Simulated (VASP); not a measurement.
Set up this calculation in VASP 6.6.1, as the native input.

```
Task                   : relaxation of cell and atoms
Functional             : PBEsol
Potentials or basis    : VASP PAW PBE potentials, release 64 (K_sv, F)
Cutoff                 : 600 eV
k mesh                 : 8 × 8 × 8
Occupations            : gaussian, width 0.02 eV
Spin                   : no spin polarisation
Dipole correction      : no
Further INCAR settings : ALGO = Normal; EDIFF = 1e-07; IBRION = 2; EDIFFG = -0.005; NSW = 100; ISIF = 3
```

The structure of KF (Carobbiite) lies in POSCAR:

```
KF
1.0
    0.0000000000      2.6718500000      2.6718500000
    2.6718500000      0.0000000000      2.6718500000
    2.6718500000      2.6718500000      0.0000000000
K F
1 1
Direct
    0.0000000000      0.0000000000      0.0000000000
    0.5000000000      0.5000000000      0.5000000000
```

These files were run (other wordings do the same):

INCAR

```
PREC = Accurate
ENCUT = 600
EDIFF = 1E-7
ISMEAR = 0
SIGMA = 0.02
LREAL = F
LASPH = T
NELM = 100
ALGO = Normal
ISIF = 3
LWAVE = F
LCHARG = F
GGA = PS
IBRION = 2
NSW = 100
EDIFFG = -0.005
```

KPOINTS

```
regular mesh
0
Gamma
  8 8 8
```

Potentials or basis: VASP PAW PBE potentials, release 64 (K_sv, F).

Launch:

```bash
$ cat potpaw_PBE.64/K_sv/POTCAR potpaw_PBE.64/F/POTCAR > POTCAR
$ mpirun -np 1 vasp_std > vasp.out
```

It gave:

- Relaxed volume: 18.69 Å³/atom
- Relaxed cell: a = 3.753 Å, b = 3.753 Å, c = 3.753 Å, α = 60.00°, β = 60.00°, γ = 60.00°
- Space group after relaxing (to 0.05 Å): Fm-3m (No. 225)
- Energy gained by relaxing: 0.8 meV/atom
- Ionic steps: 3
- Pressure after relaxing: 0.0 GPa
- Band gap on the k mesh: 6.13 eV, direct

Caveat: the PAW data sets were made with another functional, which shifts forces and pressure a little.

Wall time 24 s on 1 thread of Intel(R) Xeon(R) Platinum 8559C (Emerald Rapids), with other jobs on the host, peak memory 0.17 GiB.
